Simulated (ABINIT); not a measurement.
# GaP (F-43m) in ABINIT: a series of runs

One crystal, GaP, is run at these levels: PBE; tasks: single point, relaxation of cell and atoms.

Everything below comes from runs of ABINIT 10.8.3 (patched build). Logs are shortened: lines on timing, memory, paths and dates and some standing lists are left out, and cuts for length are marked. The log counts tension as positive stress, the text compression.

**Measured values to compare with.**

From “Stacking defects in GaP nanowires: Electronic structure and optical properties”, 2018, arxiv:1810.01194, for a bulk crystal of GaP at 10 K: band gap 2.34 eV (indirect).

How close the calculation comes is told below.

## Step 1: The crystal as given

The structure is cubic, space group F-43m (No. 216). The conventional cell has a = 5.451 Å, b = 5.451 Å, c = 5.451 Å, α = 90.00°, β = 90.00°, γ = 90.00°. Around Ga (site symmetry -43m) lie 4 P at 2.36 Å. P (site symmetry -43m) is surrounded by 4 Ga at 2.36 Å.

## Step 2: Single point, PBE

run.abi reads:

```
# Pseudopotentials
pp_dirpath "./"
pseudos "Ga.upf, P.upf"

# Structure
acell 7.2831660764 7.2831660764 7.2831660764
rprim
     0.0000000000     0.7071067812     0.7071067812
     0.7071067812     0.0000000000     0.7071067812
     0.7071067812     0.7071067812     0.0000000000
ntypat 2
znucl 31 15
natom 2
typat 1 2
xred
     0.0000000000     0.0000000000     0.0000000000
     0.7500000000     0.7500000000     0.7500000000

# Plane-wave basis
ecut 40.0

# k points
kptopt 1
ngkpt 6 6 6
nshiftk 1
shiftk 0.0 0.0 0.0

# Exchange and correlation
ixc 11

# Bands and occupations
nband 13
occopt 3
tsmear 0.05 eV

# SCF cycle
nstep 100
tolvrs 1.0e-10

# Output
iomode 3
prtwf 0
prteig 0
prtebands 0
enunit 2
prtden 1
prtvha 1
prtvclmb 1
prtpot 1
prtelf 1
```

Potentials or basis: PseudoDojo NC SR PBE v0.4.1 standard.

Command:

```sh
$ abinit run.abi > log 2>&1
```

run.abo:

```text
.Version 10.8.3 of ABINIT
 Symmetries : space group F-4 3 m (#216); Bravais cF (face-center cubic)
================================================================================
 Values of the parameters that define the memory need of the present run
     intxc =       0    ionmov =       0      iscf =       7    lmnmax =       6
     lnmax =       6     mgfft =      45  mpssoang =       3    mqgrid =    3001
     natom =       2  nloc_mem =       1    nspden =       1   nspinor =       1
    nsppol =       1      nsym =      24    n1xccc =    2501    ntypat =       2
    occopt =       3   xclevel =       2
       mpw =        3317          nfft =       91125          nkpt =          16
================================================================================
================================================================================

--------------------------------------------------------------------------------
------------- Echo of variables that govern the present computation ------------
--------------------------------------------------------------------------------
 -outvars: echo values of preprocessed input variables --------
            acell      7.2831660764E+00  7.2831660764E+00  7.2831660764E+00 Bohr
              amu      6.97230000E+01  3.09737620E+01
             ecut      4.00000000E+01 Hartree
           enunit           2
              ixc          11
         kptrlatt        6    0    0      0    6    0      0    0    6
          kptrlen      4.36989965E+01
            natom           2
            nband          13
            ngfft          45      45      45
             nkpt          16
            nstep         100
             nsym          24
           ntypat           2
           occopt           3
        prtebands           0
           prteig           0
           prtelf           1
           prtpot           1
         prtvclmb           1
           prtvha           1
            prtwf           0
            rprim      0.0000000000E+00  7.0710678120E-01  7.0710678120E-01
                       7.0710678120E-01  0.0000000000E+00  7.0710678120E-01
                       7.0710678120E-01  7.0710678120E-01  0.0000000000E+00
          spgroup         216
           tolvrs      1.00000000E-10
           tsmear      1.83746611E-03 Hartree
            typat      1  2
           xangst      0.0000000000E+00  0.0000000000E+00  0.0000000000E+00
                       4.0878749973E+00  4.0878749973E+00  4.0878749973E+00
            xcart      0.0000000000E+00  0.0000000000E+00  0.0000000000E+00
                       7.7249641818E+00  7.7249641818E+00  7.7249641818E+00
             xred      0.0000000000E+00  0.0000000000E+00  0.0000000000E+00
                       7.5000000000E-01  7.5000000000E-01  7.5000000000E-01
            znucl       31.00000   15.00000

================================================================================

 chkinp: Checking input parameters for consistency.

[... 115 lines left out ...]
 ----iterations are completed or convergence reached----

 Mean square residual over all n,k,spin=   33.468E-10; max=  49.320E-08
 reduced coordinates (array xred) for    2 atoms
       0.000000000000      0.000000000000      0.000000000000
       0.750000000000      0.750000000000      0.750000000000
 rms dE/dt=  9.5385E-29; max dE/dt=  1.3463E-28; dE/dt below (all hartree)
    1       0.000000000000      0.000000000000     -0.000000000000
    2       0.000000000000      0.000000000000     -0.000000000000

 cartesian coordinates (angstrom) at end:
    1      0.00000000000000     0.00000000000000     0.00000000000000
    2      4.08787499729965     4.08787499729965     4.08787499729965

 cartesian forces (hartree/bohr) at end:
    1      0.00000000000000     0.00000000000000    -0.00000000000000
    2     -0.00000000000000    -0.00000000000000     0.00000000000000
 frms,max,avg= 1.1732510E-29 1.8381310E-29   0.000E+00  0.000E+00  0.000E+00 h/b

 cartesian forces (eV/Angstrom) at end:
    1      0.00000000000000     0.00000000000000    -0.00000000000000
    2     -0.00000000000000    -0.00000000000000     0.00000000000000
 frms,max,avg= 6.0330991E-28 9.4520497E-28   0.000E+00  0.000E+00  0.000E+00 e/A
 length scales=  7.283166076400  7.283166076400  7.283166076400 bohr
              =  3.854085508238  3.854085508238  3.854085508238 angstroms
 Fermi (or HOMO) energy (hartree) =   0.18972   Average Vxc (hartree)=  -0.36115
 Eigenvalues (hartree) for nkpt=  16  k points:
 kpt#   1, nband= 13, wtk=  0.00463, kpt=  0.0000  0.0000  0.0000 (reduced coord)
  -0.37539   -0.37539   -0.37539   -0.37182   -0.37182   -0.29903    0.16011    0.16011
   0.16011    0.22688    0.30295    0.30295    0.30295
      occupation numbers for kpt#   1
   2.00000    2.00000    2.00000    2.00000    2.00000    2.00000    2.00000    2.00000
   2.00000    0.00000    0.00000    0.00000    0.00000
 prteigrs : prtvol=0 or 1, do not print more k-points.

 Fermi (or HOMO) energy (eV) =   5.16268   Average Vxc (eV)=  -9.82744
 Eigenvalues (   eV  ) for nkpt=  16  k points:
 kpt#   1, nband= 13, wtk=  0.00463, kpt=  0.0000  0.0000  0.0000 (reduced coord)
 -10.21494  -10.21494  -10.21494  -10.11785  -10.11785   -8.13706    4.35688    4.35688
   4.35688    6.17372    8.24375    8.24375    8.24375
 prteigrs : prtvol=0 or 1, do not print more k-points.

--- !EnergyTerms
iteration_state     : {dtset: 1, }
comment             : Components of total free energy in Hartree
kinetic             :  6.52462101431545E+01
hartree             :  2.61230822555687E+01
xc                  : -2.30141076327812E+01
Ewald energy        : -4.82388119425263E+01
psp_core            :  2.15814399980013E+00
local_psp           : -6.85158558396095E+01
non_local_psp       : -3.71867708656687E+01
internal            : -8.34281098820624E+01
'-kT*entropy'       : -1.82469205442562E-10
total_energy        : -8.34281098822449E+01
total_energy_eV     : -2.27019452177791E+03
band_energy         : -3.95975744967413E+00
...

 Cartesian components of stress tensor (hartree/bohr^3)
  sigma(1 1)= -8.88359436E-05  sigma(3 2)=  0.00000000E+00
  sigma(2 2)= -8.88359436E-05  sigma(3 1)=  0.00000000E+00
  sigma(3 3)= -8.88359436E-05  sigma(2 1)=  0.00000000E+00

-Cartesian components of stress tensor (GPa)         [Pressure=  2.6136E+00 GPa]
- sigma(1 1)= -2.61364370E+00  sigma(3 2)=  0.00000000E+00
- sigma(2 2)= -2.61364370E+00  sigma(3 1)=  0.00000000E+00
- sigma(3 3)= -2.61364370E+00  sigma(2 1)=  0.00000000E+00

== END DATASET(S) ==============================================================
================================================================================

 -outvars: echo values of variables after computation  --------
            acell      7.2831660764E+00  7.2831660764E+00  7.2831660764E+00 Bohr
           etotal     -8.3428109882E+01
            fcart      6.1271034013E-30  6.1271034013E-30 -1.8381310204E-29
                      -6.1271034013E-30 -6.1271034013E-30  1.8381310204E-29
            rprim      0.0000000000E+00  7.0710678120E-01  7.0710678120E-01
                       7.0710678120E-01  0.0000000000E+00  7.0710678120E-01
                       7.0710678120E-01  7.0710678120E-01  0.0000000000E+00
           strten     -8.8835943611E-05 -8.8835943611E-05 -8.8835943611E-05
                       0.0000000000E+00  0.0000000000E+00  0.0000000000E+00
           xangst      0.0000000000E+00  0.0000000000E+00  0.0000000000E+00
                       4.0878749973E+00  4.0878749973E+00  4.0878749973E+00
             xred      0.0000000000E+00  0.0000000000E+00  0.0000000000E+00
                       7.5000000000E-01  7.5000000000E-01  7.5000000000E-01
 Calculation completed.
```

Run time: 25 s. Hardware: 1 thread of Intel Xeon Platinum 8488C (Sapphire Rapids), shared host; peak memory 0.09 GiB.

Results:

```
Free energy                                           : -2270.1945 eV
Pressure                                              : 2.6 GPa
Band gap on the k mesh                                : 1.65 eV, indirect (least direct gap 1.82 eV)
Valence electrons inside the program's atomic spheres : Ga 10.82; P 2.81
```

## Step 3: Relaxation of cell and atoms, PBE, spin-orbit coupling, no magnetisation

run.abi reads:

```
# Pseudopotentials
pp_dirpath "./"
pseudos "Ga.GGA_PBE-JTH.xml, P.GGA_PBE-JTH.xml"

# Structure
acell 7.2831660764 7.2831660764 7.2831660764
rprim
     0.0000000000     0.7071067812     0.7071067812
     0.7071067812     0.0000000000     0.7071067812
     0.7071067812     0.7071067812     0.0000000000
ntypat 2
znucl 31 15
natom 2
typat 1 2
chkprim 0
chksymtnons 0
tolsym 1.0e-6
xred
            0.0            0.0            0.0
            3/4            3/4            3/4

# Plane-wave basis
ecut 544.227725 eV
pawecutdg 40.0
ecutsm 0.5

# k points
kptopt 4
ngkpt 6 6 6
nshiftk 1
shiftk 0.0 0.0 0.0

# Exchange and correlation
ixc 11

# Bands and occupations
nband 26
occopt 3
tsmear 0.05 eV

# Spin
nspinor 2
nspden 1
pawspnorb 1

# SCF cycle
nstep 80
tolvrs 1.0e-10

# Output
iomode 3
prteig 0
prtebands 0
prtwf 0
prtden 0

# Relaxation
ionmov 2
optcell 2
ntime 50
tolmxf 2.0e-5
dilatmx 1.08
```

Potentials or basis: JTH PAW PBE v2.0.

Command:

```sh
$ abinit run.abi > log 2>&1
```

Run time: 5.3 min. Hardware: 1 thread of Intel Xeon at 2.70GHz, shared host; peak memory 0.15 GiB.

It converged, with:

| Property | Result |
| --- | --- |
| Free energy | -2334.0480 eV |
| Relaxed volume | 20.89 Å³/atom |
| Relaxed cell | a = 3.895 Å, b = 3.895 Å, c = 3.895 Å, α = 60.00°, β = 60.00°, γ = 60.00° |
| Space group after relaxing (to 0.05 Å) | F-43m (No. 216) |
| Energy gained by relaxing | 5.1 meV/atom |
| Ionic steps | 4 |
| Pressure after relaxing | 0.0 GPa |
| Band gap on the k mesh | 1.54 eV, direct |

Step by step:
| step | energy change (eV) | largest force (eV/Å) | pressure (GPa) | volume (Å³) |
| --- | --- | --- | --- | --- |
| 1 | 0.0000 | 0.0000 | 2.61 | 40.48 |
| 2 | -0.0046 | 0.0000 | 1.91 | 40.80 |
| 3 | -0.0103 | 0.0000 | 0.08 | 41.73 |
| 4 | -0.0103 | 0.0000 | 0.00 | 41.78 |

Final structure:
```
CELL_PARAMETERS angstrom
0.00000 2.75399 2.75399
2.75399 0.00000 2.75399
2.75399 2.75399 0.00000
ATOMIC_POSITIONS crystal
Ga 0.00000 0.00000 0.00000
P 0.75000 0.75000 0.75000
```

A k mesh can miss the band edges. Zero-point motion and thermal expansion aren't in these numbers.

## Step 4: Single point, PBE, spin-orbit coupling, no magnetisation (cell relaxed)

run.abi reads:

```
# Pseudopotentials
pp_dirpath "./"
pseudos "Ga.GGA_PBE-JTH.xml, P.GGA_PBE-JTH.xml"

# Structure
acell 3*1.0 Angstrom
rprim
     0.0000000000     2.7539945000     2.7539945000
     2.7539945000     0.0000000000     2.7539945000
     2.7539945000     2.7539945000     0.0000000000
ntypat 2
znucl 31 15
natom 2
typat 1 2
xcart
     0.0000000000     0.0000000000     0.0000000000
     4.1309917500     4.1309917500     4.1309917500 Angstrom
chkprim 0
chksymtnons 0
tolsym 1.0e-6

# Plane-wave basis
ecut 544.227725 eV
pawecutdg 40.0

# k points
kptopt 4
ngkpt 6 6 6
nshiftk 1
shiftk 0.0 0.0 0.0

# Exchange and correlation
ixc 11

# Bands and occupations
nband 26
occopt 3
tsmear 0.00183747

# Spin
nspinor 2
nspden 1
pawspnorb 1

# SCF cycle
nstep 100
tolvrs 1.0e-9

# Output
iomode 3
prtwf 0
prtden 0
prteig 0
prtebands 0
enunit 1
```

Potentials or basis: JTH PAW PBE v2.0.

Command:

```sh
$ abinit run.abi > log 2>&1
```

run.abo:

```text
.Version 10.8.3 of ABINIT
 Symmetries : space group F2 3 (#196); Bravais cF (face-center cubic)
================================================================================
 Values of the parameters that define the memory need of the present run
     intxc =       0    ionmov =       0      iscf =      17    lmnmax =      18
     lnmax =       6     mgfft =      30  mpssoang =       3    mqgrid =    3001
     natom =       2  nloc_mem =       2    nspden =       1   nspinor =       2
    nsppol =       1      nsym =      12    n1xccc =       1    ntypat =       2
    occopt =       3   xclevel =       2
       mpw =        1243          nfft =       27000          nkpt =          25
 PAW method is used; the additional fine FFT grid is defined by:
   mgfftf=        45    nfftf =     91125
================================================================================
================================================================================

--------------------------------------------------------------------------------
------------- Echo of variables that govern the present computation ------------
--------------------------------------------------------------------------------
 -outvars: echo values of preprocessed input variables --------
            acell      1.8897261259E+00  1.8897261259E+00  1.8897261259E+00 Bohr
              amu      6.97230000E+01  3.09737620E+01
          chkprim           0
      chksymtnons           0
             ecut      2.00000000E+01 Hartree
           enunit           1
              ixc          11
           kptopt           4
[... 213 lines left out ...]
xc_dc               : -2.74291517193343E+01
PAW spherical_terms : -8.54253983166915E+00
internal            : -8.57746889222109E+01
'-kT*entropy'       : -3.74671587600576E-10
total_energy_dc     : -8.57746889225855E+01
total_energy_dc_eV  : -2.33404819040134E+03
...

--- !EnergyTermsWithPAWCore
iteration_state     : {dtset: 1, }
comment             : 'Components of total free energy, including PAW core contributions'
Total energy        : -2.28617364222976E+03
Total energy DC     : -2.28617363934620E+03
Total energy (eV)   : -6.22099540040953E+04
Total energy DC (eV): -6.22099539256294E+04
...

 Cartesian components of stress tensor (hartree/bohr^3)
  sigma(1 1)=  1.24750345E-06  sigma(3 2)=  0.00000000E+00
  sigma(2 2)=  1.24750345E-06  sigma(3 1)=  0.00000000E+00
  sigma(3 3)=  1.24750345E-06  sigma(2 1)=  0.00000000E+00

-Cartesian components of stress tensor (GPa)         [Pressure= -3.6703E-02 GPa]
- sigma(1 1)=  3.67028188E-02  sigma(3 2)=  0.00000000E+00
- sigma(2 2)=  3.67028188E-02  sigma(3 1)=  0.00000000E+00
- sigma(3 3)=  3.67028188E-02  sigma(2 1)=  0.00000000E+00

== END DATASET(S) ==============================================================
================================================================================

 -outvars: echo values of variables after computation  --------
            acell      1.8897261259E+00  1.8897261259E+00  1.8897261259E+00 Bohr
           etotal     -8.5774688923E+01
            fcart     -3.2336813131E-30  9.7010439394E-30 -3.2336813131E-30
                       3.2336813131E-30 -9.7010439394E-30  3.2336813131E-30
            rprim      0.0000000000E+00  2.7539945000E+00  2.7539945000E+00
                       2.7539945000E+00  0.0000000000E+00  2.7539945000E+00
                       2.7539945000E+00  2.7539945000E+00  0.0000000000E+00
           strten      1.2475034533E-06  1.2475034533E-06  1.2475034533E-06
                       0.0000000000E+00  0.0000000000E+00  0.0000000000E+00
           xangst      0.0000000000E+00  0.0000000000E+00  0.0000000000E+00
                       4.1309917500E+00  4.1309917500E+00  4.1309917500E+00
             xred      0.0000000000E+00  0.0000000000E+00  0.0000000000E+00
                       7.5000000000E-01  7.5000000000E-01  7.5000000000E-01
 Calculation completed.
```

Wall time 62 s (1 thread of Intel Xeon at 2.70GHz, shared host); peak memory 0.13 GiB.

What came out:

| Quantity | Value |
| --- | --- |
| Free energy | -2334.0482 eV |
| Pressure | 0.0 GPa |
| Band gap on the k mesh | 1.54 eV, direct |
| Valence electrons inside the program's atomic spheres | Ga 11.06; P 1.58 |

A k mesh can miss the band edges.

## Step 5: Single point, PBE

run.abi reads:

```
# Pseudopotentials
pp_dirpath "./"
pseudos "Ga.upf, P.upf"

# Structure
acell 3.8540855109 3.8540855109 3.8540855109 Angstrom
rprim
     0.0000000000     0.7071067812     0.7071067812
     0.7071067812     0.0000000000     0.7071067812
     0.7071067812     0.7071067812     0.0000000000
ntypat 2
znucl 31 15
natom 2
typat 1 2
xcart
     0.0000000000     0.0000000000     0.0000000000
     4.0878750000     4.0878750000     4.0878750000 Angstrom

# Plane-wave basis
ecut 979.609905 eV

# k points
kptopt 1
ngkpt 6 6 6
nshiftk 1
shiftk 0.0 0.0 0.0

# Exchange and correlation
ixc 11

# Bands and occupations
nband 13
occopt 3
tsmear 0.05 eV

# SCF cycle
nstep 100
tolvrs 1.0e-10

# Output
iomode 3
prtwf 0
prtden 0
prteig 0
prtebands 0
enunit 1
prtvol 2
```

Potentials or basis: PseudoDojo NC SR PBE v0.4.1 standard.

Command:

```sh
$ abinit run.abi > log 2>&1
```

Wall time 18 s (1 thread of Arm Neoverse V2, shared host); peak memory 0.07 GiB.

Results (log left out):

* Free energy: -2270.1819 eV
* Band gap on the k mesh: 1.65 eV, indirect (least direct gap 1.82 eV)
* Valence electrons inside the program's atomic spheres: Ga 10.83; P 2.79

Levels at points of the mesh, in eV from the valence-band top:
```tsv
k point	band 6	band 7	band 8	band 9	band 10	band 11	band 12	band 13
(0.00, 0.00, 0.00)	-12.49	0.00	0.00	0.00	1.82	3.89	3.89	3.89
(0.50, 0.00, 0.00)	-10.43	-6.63	-1.12	-1.12	1.67	4.72	4.72	8.29
(0.50, 0.50, 0.00)	-9.53	-6.75	-2.68	-2.68	1.65	1.82	10.57	10.57
```

Caveat: the cutoff is too short for stress, so the log's stress isn't used.

## Step 6: Overview

```csv
task,potentials or basis,spin,cell,cutoff (eV),cell freedom (optcell),optimiser (ionmov),cutoff smearing ecutsm (Ha),force stop (Ha/bohr),fine-grid cutoff,gap on the mesh (eV),pressure (GPa)
single point,PseudoDojo NC SR PBE v0.4.1 standard,off,as given,1088,-,-,-,-,-,1.65,2.6
relaxation of cell and atoms,JTH PAW PBE v2.0,"SOC, no magnetisation",relaxed,544,2,2,0.5,2e-05,1088.46 eV,1.54,0.0
single point,JTH PAW PBE v2.0,"SOC, no magnetisation",cell relaxed,544,-,-,-,-,1088.46 eV,1.54,0.0
single point,PseudoDojo NC SR PBE v0.4.1 standard,off,as given,980,-,-,-,-,-,1.65,-
```

Alike in all rows: level PBE; k mesh 6 × 6 × 6; smearing fermi-dirac 0.05 eV.

Total energies depend on the potentials used, so only differences within one code and one set of settings carry meaning.

## Step 7: Comparison with measurements

Step 2. Measured gap of GaP: 2.34 eV (indirect; 10 K; quoted in “Stacking defects in GaP nanowires: Electronic structure and optical properties”, 2018, arxiv:1810.01194). This calculation gives 1.65 eV (-0.69 eV). Spin-orbit coupling on Ga is left out. The value is that of PBE on a finite k mesh, which can miss the band edges, without temperature or zero-point motion. Semilocal functionals fall short of measured gaps as a rule.

Step 5. A measured gap of GaP is 2.34 eV (indirect; 10 K; quoted in “Stacking defects in GaP nanowires: Electronic structure and optical properties”, 2018, arxiv:1810.01194); the calculated 1.65 eV misses it by -0.69 eV. Spin-orbit coupling on Ga is left out. The value is that of PBE on a finite k mesh, which can miss the band edges, without temperature or zero-point motion. Semilocal functionals fall short of measured gaps as a rule.
